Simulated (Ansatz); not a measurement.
**Pd in Ansatz: convergence with k mesh**

Crystal: Pd.

```
Pd
1.0
     0.00000    1.94650    1.94650
     1.94650    0.00000    1.94650
     1.94650    1.94650    0.00000
Pd
1
Direct
  0.00000 0.00000 0.00000
```

```yaml
Program: Ansatz 0.2.0
Task: convergence study
Functional: PBE
Potentials_or_basis: all-electron LAPW, scalar-relativistic
Cutoff: 266 eV (chosen from the basis error)
Basis_error_allowed: 0.001 eV/atom
k_mesh: 2 × 2 × 2
Occupations: fermi-dirac, width 0.05 eV
Spin: no spin polarisation
```

These are the settings of the first run; the series varies k mesh, with any setting tied to it.

Hardware: 1 thread of Arm Neoverse V1, with other jobs on the host.

```tsv
k mesh	energy less the tightest run, at zero smearing (meV/atom)	pressure (GPa)	SCF cycles	CPU time (s)	peak memory (GiB)
2 × 2 × 2	3360.77	66.50	11	1.9	0.21
4 × 4 × 4	-155.89	6.71	6	1.3	0.21
6 × 6 × 6	-16.08	5.73	6	1.9	0.22
8 × 8 × 8	16.58	7.86	6	2.8	0.23
10 × 10 × 10	-19.09	6.88	6	3.9	0.24
12 × 12 × 12	-9.36	6.85	7	6	0.27
14 × 14 × 14	5.25	7.28	7	8.2	0.29
17 × 17 × 17	0.00	7.06	7	13	0.34
```

Not settled before the last step: the energy (to 1 meV/atom), the pressure (to 0.1 GPa). Meshes of other sizes hit other points, so gaps and Fermi surfaces needn't settle smoothly. The tightest run that finished is the yardstick and may itself not be fully converged.
